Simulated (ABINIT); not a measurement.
Set up this calculation in ABINIT 10.8.3 (patched build), as the native input.

* Task: relaxation of cell and atoms
* Functional: PBEsol
* Potentials or basis: JTH PAW PBE v2.0
* Cutoff: 435 eV
* k mesh: 5 × 5 × 3
* Occupations: fermi-dirac, width 0.05 eV
* Spin: no spin polarisation
* Cell freedom (optcell): 2
* Cutoff smearing ecutsm (Ha): 0.5
* Optimiser (ionmov): 2
* Force stop (Ha/bohr): 0.0005
* Fine-grid cutoff: 870.764 eV

The system is Sb.

```xyz
4
Lattice="4.5277 0.0000 0.0000 0.0000 4.4211 0.0000 -1.3205 0.0000 6.3643" Properties=species:S:1:pos:R:3 pbc="T T T"
Sb    0.6363    1.1053    4.3511
Sb    3.2336    3.3158    4.8545
Sb   -0.0264    1.1053    1.5099
Sb    2.5709    3.3158    2.0132
```

This isn't the form of Sb at room conditions, which is rhombohedral.

These files were run (other wordings do the same):

run.abi

```
pp_dirpath "./"
pseudos "Sb.GGA_PBE-JTH.xml"

acell 4.5277 4.4211 6.4998996834 Angstrom
rprim
     1.0000000000     0.0000000000     0.0000000000
     0.0000000000     1.0000000000     0.0000000000
    -0.2031599047     0.0000000000     0.9791455730
ntypat 1
znucl 51
natom 4
typat 1 1 1 1
xred
     0.3399300000     0.2500000000     0.6836700000
     0.9366380000     0.7500000000     0.7627580000
     0.0633620000     0.2500000000     0.2372420000
     0.6600700000     0.7500000000     0.3163300000
chkprim 0
chksymtnons 0
tolsym 1.0e-6

ecut 435.382180 eV
pawecutdg 32.0
pawxcdev 0

kptopt 1
ngkpt 5 5 3
nshiftk 1
shiftk 0.0 0.0 0.0

ixc -116133

nband 36
occopt 3
tsmear 0.05 eV

nstep 100
tolvrs 1.0e-9

iomode 3
prtwf 0
prtden 0
prteig 0
prtebands 0
enunit 2

ionmov 2
ntime 60
tolmxf 0.0005
optcell 2
dilatmx 1.08
ecutsm 0.5
```

Potentials or basis: JTH PAW PBE v2.0.

Launch:

```console
$ mpirun --bind-to none -np 4 abinit run.abi > log 2>&1
```

Results of the run:

```yaml
Relaxed_volume: 28.62 Å³/atom
Relaxed_cell: a = 4.161 Å, b = 4.532 Å, c = 6.524 Å, α = 90.00°, β = 111.50°, γ = 90.00°
Space_group_after_relaxing_to_0.05_Å: P2_1/m (No. 11)
Energy_gained_by_relaxing: 57.0 meV/atom
Ionic_steps: 22
Pressure_after_relaxing: 0.0 GPa
Largest_force_after_relaxing: 0.006 eV/Å
Band_gap_on_the_k_mesh: none (metal or under the smearing width)
```

Caveat: the PAW data sets were made with another functional, which shifts forces and pressure a little; the atomic spheres overlap.

It took 11 min on 4 MPI ranks on Intel(R) Xeon(R) Platinum 8488C (Sapphire Rapids), on a shared host, peak memory 0.52 GiB a rank.
